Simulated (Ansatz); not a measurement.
input.yaml

```yaml
crystal:
  lattice:
    - [2.7839075, -1.7108808, -0.1514975]
    - [2.7839075, 1.7108808, -0.1514975]
    - [-1.9471909051, 0.0, 6.7615599463]
  atoms:
    - { symbol: F, position: [0.0572333771, 0.0572333771, 0.1150949702] }
    - { symbol: F, position: [0.9427666229, 0.9427666229, 0.8849050298] }
    - { symbol: F, position: [0.5617868118, 0.5617868118, 0.6281786586] }
    - { symbol: F, position: [0.4382131882, 0.4382131882, 0.3718213414] }
basis:
  ecutwfc: 420
kpoints:
  mp_grid: { grid: [10, 10, 4] }
hamiltonian:
  xc: pbe
scf:
  occupations: { method: gaussian, width: 0.02 }
output:
  forces: true
  stress: true
  eigenvalues: true
```

It can be run as
```bash
ansatz run input.yaml --threads 1 --pin off --backend cpu --events-out ev --progress --plain --runs-dir out  # memory cap (--max-ram) not shown
```

All numbers below come from DFT PBE, scalar-relativistic, plane waves, PAW in Ansatz.

From the run's log, abridged:

```
Pseudopotentials: kind: paw
Pseudopotential: F, paw, valence charge 7, recommended cutoff 420 eV (normal)
Functional definition: PBE
Crystal: 4 atoms, lattice volume = 63.400 Å³
Basis set: ecut = 420 eV, 1249 PW (Γ), exchange–correlation on 48×48×96 points (8 copies of the dense FFT grid, shifted against one another)
Bands: 18, of which v1, the nominal top of the filled ones, is band 14 counted from 1 (13 counted from 0)
Symmetry: 4 space group operations
Space group: C2/m (ITA 12), of the structure as read, at distance tolerance 4.0e-5 Å
k-points: 117 of 400
Initial density: superposition of atomic densities (neutral atoms: chi_scale 0, normalization atom), corrected by the library's trained network
Initial wavefunctions: pseudopotential atomic-orbital guess
Functional: x = pbe(κ = 0.804, μ = 0.21951497), c = pbe(β = 0.06672455)
SCF iter   1: F=—  HF=-3221.506534 eV  |F-HF|=—  |Δ(HF+E_count)|=         —  Δρ=6.86e-3  dr2=2.93e-2  ethr=1.77e-3  ⟨swp⟩=4.3  Hψ=8649  notcnv=0
SCF iter   2: F=—  HF=-3221.520486 eV  |F-HF|=—  |Δ(HF+E_count)|=   1.40e-2  Δρ=1.15e-2  dr2=8.60e-2  ethr=1.05e-4  ⟨swp⟩=2.1  Hψ=4683  notcnv=0
SCF iter   3: F=—  HF=-3221.505567 eV  |F-HF|=—  |Δ(HF+E_count)|=   1.49e-2  Δρ=1.65e-3  dr2=5.26e-4  ethr=1.05e-4  ⟨swp⟩=2.5  Hψ=3887  notcnv=0
SCF iter   4: F=—  HF=-3221.506154 eV  |F-HF|=—  |Δ(HF+E_count)|=   5.87e-4  Δρ=3.24e-4  dr2=4.90e-5  ethr=1.88e-6  ⟨swp⟩=2.1  Hψ=4601  notcnv=0
SCF iter   5: F=—  HF=-3221.505944 eV  |F-HF|=—  |Δ(HF+E_count)|=   2.10e-4  Δρ=7.82e-5  dr2=1.77e-6  ethr=1.75e-7  ⟨swp⟩=2.1  Hψ=3629  notcnv=0
SCF iter   6: F=—  HF=-3221.505947 eV  |F-HF|=—  |Δ(HF+E_count)|=   2.41e-6  Δρ=1.90e-5  dr2=1.46e-7  ethr=6.33e-9  ⟨swp⟩=2.0  Hψ=3081  notcnv=0
SCF iter   7: F=-3221.505947 eV  HF=-3221.505947 eV  |F-HF|=6.56e-9  |Δ(HF+E_count)|=   1.01e-7  Δρ=4.41e-6  dr2=7.18e-9  ethr=3.57e-10  ⟨swp⟩=4.0  Hψ=7255  notcnv=0
SCF 1 converged in 7 iterations: F = -3221.505947 eV  dr2 = 7.18e-9
SCF converged after 7 iterations
Free energy (F): -3221.505947 eV
Harris-Foulkes:  -3221.505947 eV  (|F-HF|=6.56e-9)
Internal energy: -3221.505947 eV  (E = F + TS)
E sigma→0 (E₀):  -3221.505947 eV
Fermi energy:    -3.670226 eV
--- Per-component energies (eV) ---
  E_band       = -322.472435
  E_kinetic    = 799.617743
  E_local      = -2704.679329  (includes V_loc(G=0)·N_el)
  E_nonlocal   = 293.035940
  E_hartree    = 971.071405
  E_xc         = -310.712282
  E_vxc        = -397.715084  (∫ρ·V_xc dr)
  E_paw        = -794.538604  (= ΣΔE_a)
  E_vpaw       = -254.883920  (= ΣTr[D̂ρ^β])
  E_aug_tail   = 0.007742  (compensation charges beyond the density's cutoff)
  E_ewald      = -1475.308563
  E_smearing   =  0.000000  (= −TS)
--- Forces (eV/Å), atoms counted from 1 ---
  atom   1  F     -0.21614114     0.00000000    -2.20883730
  atom   2  F      0.21614114     0.00000000     2.20883730
  atom   3  F     -0.28593359     0.00000000    -3.42277516
  atom   4  F      0.28593359     0.00000000     3.42277516
--- Stress (GPa, compression-positive) ---
       -0.115844       0.000000      -3.454729
        0.000000       0.734122       0.000000
       -3.454741       0.000000     -22.731332
  P = ⅓ Tr σ = -7.3710 GPa (-73.710 kbar)
--- Band table (eV; the first three rows and the last of 117) ---
  k-point 0: bands = ["-27.5096", "-25.6991", "-23.5610", "-22.8036", "-9.8638", "-8.0255", "-6.7996", "-6.7113", "-5.5943", "-5.5486", "-4.6498", "-4.4036", "-4.1617", "-3.9439", "-3.3965", "-1.8092", "5.6422", "7.9698"]
  k-point 1: bands = ["-27.5042", "-25.7273", "-23.4403", "-22.9059", "-9.7589", "-8.1885", "-6.7634", "-6.7114", "-5.6040", "-5.5965", "-4.5484", "-4.3982", "-4.1657", "-4.0564", "-3.2095", "-1.9226", "5.8618", "7.3622"]
  k-point 2: bands = ["-27.4988", "-25.7545", "-23.1966", "-23.1321", "-9.6320", "-8.3676", "-6.7307", "-6.7110", "-5.6539", "-5.5982", "-4.4100", "-4.3925", "-4.1897", "-4.1699", "-3.0150", "-2.0647", "6.3128", "6.6806"]
  k-point 116: bands = ["-27.4036", "-25.6341", "-23.1394", "-23.0977", "-9.6700", "-8.6027", "-7.0663", "-6.9328", "-6.1946", "-5.8699", "-5.0753", "-4.8103", "-4.4121", "-4.2457", "-2.7797", "-1.8682", "10.1988", "10.2426"]
```

Self-consistency was reached.

The cell holds molecules, and where no dispersion correction was added their binding is poorly described.